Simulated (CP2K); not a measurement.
# GaP (F-43m) in CP2K: reference runs

Reference runs on GaP: the cell as given.

Everything below comes from runs of CP2K 2026.2. Logs are shortened: lines on timing, memory, paths and dates and some standing lists are left out, and cuts for length are marked.

**Measured values to compare with.**

From “Stacking defects in GaP nanowires: Electronic structure and optical properties”, 2018, arxiv:1810.01194, for a bulk crystal of GaP at 10 K: band gap 2.34 eV (indirect).

The runs below are set against these values where they give the same quantity.

## (1) The structure

Symmetry: F-43m, No. 216, cubic system. The conventional cell has a = 5.451 Å, b = 5.451 Å, c = 5.451 Å, α = 90.00°, β = 90.00°, γ = 90.00°. Ga (site symmetry -43m) has 4 P at 2.36 Å as nearest neighbours. Around P (site symmetry -43m) lie 4 Ga at 2.36 Å.

## (2) Single point, PBEsol

File gap_scf.inp:

```
&GLOBAL
  PROJECT gap_scf
  RUN_TYPE ENERGY_FORCE
  PRINT_LEVEL LOW
&END GLOBAL
&FORCE_EVAL
  METHOD QS
  STRESS_TENSOR ANALYTICAL
  &DFT
    BASIS_SET_FILE_NAME BASIS_MOLOPT_UZH
    POTENTIAL_FILE_NAME POTENTIAL_UZH
    &MGRID
      CUTOFF 450
      REL_CUTOFF 60
      NGRIDS 5
    &END MGRID
    &QS
      METHOD GPW
      EPS_DEFAULT 1.0E-10
    &END QS
    &KPOINTS
      SCHEME MONKHORST-PACK 8 8 8
      GAMMA_CENTERED T
      SYMMETRY T
      SYMMETRY_BACKEND SPGLIB
    &END KPOINTS
    &SCF
      SCF_GUESS ATOMIC
      EPS_SCF 1.0E-6
      MAX_SCF 100
      ADDED_MOS 10
      CHOLESKY OFF
      EPS_EIGVAL 1.0E-7
      &DIAGONALIZATION ON
        ALGORITHM STANDARD
      &END DIAGONALIZATION
      &MIXING ON
        METHOD BROYDEN_MIXING
        ALPHA 0.4
        BETA 1.5
        NBUFFER 8
      &END MIXING
      &SMEAR ON
        METHOD FERMI_DIRAC
        ELECTRONIC_TEMPERATURE 580.23
      &END SMEAR
    &END SCF
    &XC
      &XC_FUNCTIONAL
        &GGA_X_PBE_SOL
        &END GGA_X_PBE_SOL
        &GGA_C_PBE_SOL
        &END GGA_C_PBE_SOL
      &END XC_FUNCTIONAL
    &END XC
    &PRINT
      &KPOINTS ON
      &END KPOINTS
      &MULLIKEN ON
      &END MULLIKEN
      &MO ON
        ENERGIES T
        OCCUPATION_NUMBERS T
        &EACH
          QS_SCF 0
        &END EACH
        ADD_LAST NUMERIC
      &END MO
      &LOWDIN ON
      &END LOWDIN
      &HIRSHFELD ON
        SHAPE_FUNCTION DENSITY
      &END HIRSHFELD
      &E_DENSITY_CUBE ON
        STRIDE 1
      &END E_DENSITY_CUBE
      &V_HARTREE_CUBE ON
        STRIDE 1
      &END V_HARTREE_CUBE
      &ELF_CUBE ON
        STRIDE 1
      &END ELF_CUBE
    &END PRINT
  &END DFT
  &SUBSYS
    &CELL
      A 3.8540855109 0.0000000000 0.0000000000
      B 1.9270427554 3.3377359608 0.0000000000
      C 1.9270427554 1.1125786536 3.1468476422
      PERIODIC XYZ
    &END CELL
    &COORD
      Ga  0.0000000000 0.0000000000 0.0000000000
      P   5.7811282663 3.3377359608 2.3601357316
    &END COORD
    &KIND Ga
      BASIS_SET TZVP-MOLOPT-PBE-GTH-q13
      POTENTIAL GTH-PBE-q13
    &END KIND
    &KIND P
      BASIS_SET TZVP-MOLOPT-PBE-GTH-q5
      POTENTIAL GTH-PBE-q5
    &END KIND
    &PRINT
      &ATOMIC_COORDINATES ON
      &END ATOMIC_COORDINATES
      &CELL ON
      &END CELL
    &END PRINT
  &END SUBSYS
  &PRINT
    &FORCES ON
    &END FORCES
    &STRESS_TENSOR ON
    &END STRESS_TENSOR
  &END PRINT
&END FORCE_EVAL
```

Potentials or basis: POTENTIAL_UZH Ga GTH-PBE-q13, P GTH-PBE-q5; TZVP-MOLOPT-PBE-GTH basis.

The run is started by

```sh
$ OMP_NUM_THREADS=1 cp2k.psmp -i gap_scf.inp -o gap_scf.out
```

gap_scf.out:

```text

 CP2K| version string:                                       CP2K version 2026.2
 CP2K| Input file name                                               gap_scf.inp

 GLOBAL| Force Environment number                                              1
 GLOBAL| Basis set file name                                    BASIS_MOLOPT_UZH
 GLOBAL| Potential file name                                       POTENTIAL_UZH
 GLOBAL| MM Potential file name                                     MM_POTENTIAL
 GLOBAL| Coordinate file name                                      __STD_INPUT__
 GLOBAL| Method name                                                        CP2K
 GLOBAL| Project name                                                    gap_scf
 GLOBAL| Run type                                                   ENERGY_FORCE
 GLOBAL| FFT library                                                       FFTW3
 GLOBAL| Diagonalization library                                       ScaLAPACK
 GLOBAL| Cholesky decomposition library                                ScaLAPACK
 GLOBAL| DGEMM library                                                      BLAS
 GLOBAL| Direct generalized diagonalization requested                          F
 GLOBAL| Matrix multiplication library                                 ScaLAPACK
 GLOBAL| Global print level                                                  LOW
 GLOBAL| Total number of message passing processes                             1
 GLOBAL| Number of threads for this process                                    1
 GLOBAL| CPU model name                                                  UNKNOWN

 CELL| Volume [angstrom^3]:                                            40.480796
 CELL| Vector a [angstrom]:       3.854     0.000     0.000   |a| =     3.854086
 CELL| Vector b [angstrom]:       1.927     3.338     0.000   |b| =     3.854086
 CELL| Vector c [angstrom]:       1.927     1.113     3.147   |c| =     3.854086
 CELL| Angle (b,c), alpha [degree]:                                    60.000000
 CELL| Angle (a,c), beta  [degree]:                                    60.000000
 CELL| Angle (a,b), gamma [degree]:                                    60.000000
 CELL| Numerically orthorhombic:                                              NO
 CELL| Periodicity                                                           XYZ

 CELL_REF| Volume [angstrom^3]:                                        40.480796
 CELL_REF| Vector a [angstrom     3.854     0.000     0.000   |a| =     3.854086
 CELL_REF| Vector b [angstrom     1.927     3.338     0.000   |b| =     3.854086
 CELL_REF| Vector c [angstrom     1.927     1.113     3.147   |c| =     3.854086
 CELL_REF| Angle (b,c), alpha [degree]:                                60.000000
 CELL_REF| Angle (a,c), beta  [degree]:                                60.000000
 CELL_REF| Angle (a,b), gamma [degree]:                                60.000000
 CELL_REF| Numerically orthorhombic:                                          NO
 CELL_REF| Periodicity                                                       XYZ

 GENERATE|  Preliminary Number of Bonds generated:                             0
 GENERATE|  Achieved consistency in connectivity generation.

 *******************************************************************************
 *******************************************************************************
 **            Copyright (C) by CP2K developers group (2000-2026)             **
 *******************************************************************************

 TOTAL NUMBERS AND MAXIMUM NUMBERS

  Total number of            - Atomic kinds:                                   2
                             - Atoms:                                          2
                             - Shell sets:                                     2
                             - Shells:                                        17
                             - Primitive Cartesian functions:                 10
                             - Cartesian basis functions:                     58
                             - Spherical basis functions:                     51

  Maximum angular momentum of- Orbital basis functions:                        3
                             - Local part of the GTH pseudopotential:          0
                             - Non-local part of the GTH pseudopotential:      4

 MODULE QUICKSTEP: ATOMIC COORDINATES IN ANGSTROM

   Atom Kind Element         X             Y             Z       Z(eff)     Mass
      1    1 Ga   31      0.000000      0.000000      0.000000  13.0000  69.7230
      2    2 P    15      5.781128      3.337736      2.360136   5.0000  30.9738

 SCF PARAMETERS         Density guess:                                    ATOMIC
                        --------------------------------------------------------
                        max_scf:                                             100
                        max_scf_history:                                       0
[... 61 lines left out ...]
 BRILLOUIN|    29           0.00586        0.00000        0.50000        0.50000
 *******************************************************************************

 Extrapolation method: initial_guess

 Number of electrons:                                                         18
 Number of occupied orbitals:                                                  9
 Number of molecular orbitals:                                                19

 Number of orbital functions:                                                 51
 Number of independent orbital functions:                                     51

 SCF WAVEFUNCTION OPTIMIZATION

  Step     Update method      Time    Convergence         Total energy    Change
  ------------------------------------------------------------------------------
     1 NoMix/Diag. 0.40E+00    2.7     1.06941438       -81.1615995514 -8.12E+01
     2 Broy./Diag. 0.40E+00    2.6     0.03532925       -81.1127524498  4.88E-02
     3 Broy./Diag. 0.40E+00    2.6     0.07308382       -80.9953009002  1.17E-01
     4 Broy./Diag. 0.40E+00    2.5     0.00646035       -80.9937619414  1.54E-03
     5 Broy./Diag. 0.40E+00    2.6     0.00356466       -81.0297901918 -3.60E-02
     6 Broy./Diag. 0.40E+00    2.6     0.00370874       -81.0339558872 -4.17E-03
     7 Broy./Diag. 0.40E+00    2.6     0.00100295       -81.0349529389 -9.97E-04
     8 Broy./Diag. 0.40E+00    2.6     0.00023984       -81.0384652676 -3.51E-03
     9 Broy./Diag. 0.40E+00    2.6     0.00009604       -81.0395842497 -1.12E-03
    10 Broy./Diag. 0.40E+00    2.7     0.00000380       -81.0396352551 -5.10E-05
    11 Broy./Diag. 0.40E+00    2.6     0.00003795       -81.0395875694  4.77E-05
    12 Broy./Diag. 0.40E+00    2.7     0.00000424       -81.0395678428  1.97E-05
    13 Broy./Diag. 0.40E+00    2.6     0.00000119       -81.0395615800  6.26E-06
    14 Broy./Diag. 0.40E+00    2.7     0.00000027       -81.0395606924  8.88E-07

  *** SCF run converged in    14 steps ***

  Electronic density on regular grids:        -17.9999999618        0.0000000382
  Core density on regular grids:               17.9999999983       -0.0000000017
  Total charge density on r-space grids:        0.0000000365
  Total charge density g-space grids:           0.0000000365

  Overlap energy of the core charge distribution:               0.00000000046017
  Self energy of the core charge distribution:               -113.68991028286949
  Core Hamiltonian energy:                                     32.71022949468785
  Hartree energy:                                              11.64372026906930
  Exchange-correlation energy:                                -11.70360017333049
  Electronic entropic energy:                                  -0.00000000038441
  Fermi energy:                                                 0.19612017732002

  Total energy:                                               -81.03956069236708
  Total energy (extrapolated to T->0):                        -81.03956069217487

 MO| EIGENVALUES AND OCCUPATION NUMBERS FOR K POINT 1
 MO|
 MO|  Index      Eigenvalue [a.u.]        Eigenvalue [eV]             Occupation
 MO|      1              -0.365418              -9.943537               2.000000
 MO|      2              -0.361823              -9.845704               2.000000
 MO|      3              -0.361823              -9.845704               2.000000
 MO|      4              -0.358662              -9.759687               2.000000
 MO|      5              -0.358662              -9.759687               2.000000
 MO|      6              -0.234065              -6.369245               2.000000
[... 347 lines left out ...]
 MO|     18               0.787981              21.442061               0.000000
 MO|     19               0.841086              22.887123               0.000000
 MO| Sum:                                                              18.000000
 MO| E(Fermi):            0.196120 a.u.          5.336701 eV
 MO| Band gap:            0.190126 a.u.          5.173595 eV

 [... the levels of further k-points ...]

 The electron density is written in Cube    file format to the file:

 gap_scf-ELECTRON_DENSITY-1_0.cube

 !-----------------------------------------------------------------------------!
                     Mulliken Population Analysis

 #  Atom  Element  Kind  Atomic population                           Net charge
       1     Ga       1         12.710454                              0.289546
       2     P        2          5.289546                             -0.289546
 # Total charge                             18.000000                  0.000000

 !-----------------------------------------------------------------------------!

 !-----------------------------------------------------------------------------!
                           Hirshfeld Charges

  #Atom  Element  Kind  Ref Charge     Population                    Net charge
      1       Ga     1      13.000         12.858                         0.142
      2       P      2       5.000          5.142                        -0.142

  Total Charge                                                           -0.000
 !-----------------------------------------------------------------------------!

 LOWDIN POPULATION ANALYSIS

 #  Atom  Element  Kind  Atomic population                           Net charge
       1     Ga       1         13.852091                             -0.852091
       2     P        2          4.147909                              0.852091
 # Total charge                             18.000000                  0.000000

               ----- ELF is computed on the real space grid -----

 ELF is written in Cube    file format to the file:

 gap_scf-ELF_S1-1_0.cube

 ENERGY| Total FORCE_EVAL ( QS ) energy [hartree]            -81.039560130195071

 FORCES| Atomic forces [hartree/bohr]
 FORCES|   Atom     x               y               z               |f|
 FORCES|      1  5.44964463E-06  3.11669197E-06  2.12035748E-06   6.62633468E-06
 FORCES|      2 -1.14983284E-05 -6.60780499E-06 -4.59135845E-06   1.40340733E-05
 FORCES| Sum    -6.04868375E-06 -3.49111302E-06 -2.47100097E-06
 FORCES| Total atomic force                                       7.40812331E-06

 STRESS| Analytical stress tensor [bar]
 STRESS|                        x                   y                   z
 STRESS|      x        2.52979921933E+03  -9.31805603606E+00  -6.67130212558E+00
 STRESS|      y       -9.31805603606E+00   2.54052072904E+03  -3.97430715986E+00
 STRESS|      z       -6.67130212558E+00  -3.97430715986E+00   2.54377717804E+03
 STRESS| 1/3 Trace                                             2.53803237547E+03
 STRESS| Determinant                                           1.63485002498E+10

 STRESS| Eigenvectors and eigenvalues of the analytical stress tensor [bar]
 STRESS|                        1                   2                   3
 STRESS| Eigenvalues   2.52168124288E+03   2.54589542780E+03   2.54652045573E+03
 STRESS|      x           0.815994230029     -0.539812184777     -0.206775776447
 STRESS|      y           0.473533416346      0.829374705958     -0.296485582653
 STRESS|      z           0.331541128917      0.144015284893      0.932384082636
```

Run time: 49 s. Hardware: 1 thread of Arm Neoverse V2, shared host; peak memory 0.31 GiB.

Results:

* Free energy: -2205.1986 eV
* Pressure: 0.3 GPa
* Band gap on the k mesh: 1.51 eV, indirect (least direct gap 1.69 eV)
* Mulliken charges: Ga +0.29; P -0.29 e
* Hirshfeld charges: Ga +0.14; P -0.14 e

Caveat: Mulliken charges move with the basis; the potentials were made for another functional, which shifts forces and pressure; the basis of atomic orbitals isn't converged, which shifts pressures, moduli and gaps.

## (3) Against experiment

Step 2. A measured gap of GaP is 2.34 eV (indirect; 10 K; quoted in “Stacking defects in GaP nanowires: Electronic structure and optical properties”, 2018, arxiv:1810.01194); the calculated 1.51 eV misses it by -0.83 eV. Spin-orbit coupling on Ga is left out. The value is that of PBEsol in an atomic basis (POTENTIAL_UZH Ga GTH-PBE-q13, P GTH-PBE-q5; TZVP-MOLOPT-PBE-GTH basis), whose error adds to the functional's, on a finite k mesh, which can miss the band edges, without temperature or zero-point motion. Semilocal functionals fall short of measured gaps as a rule.
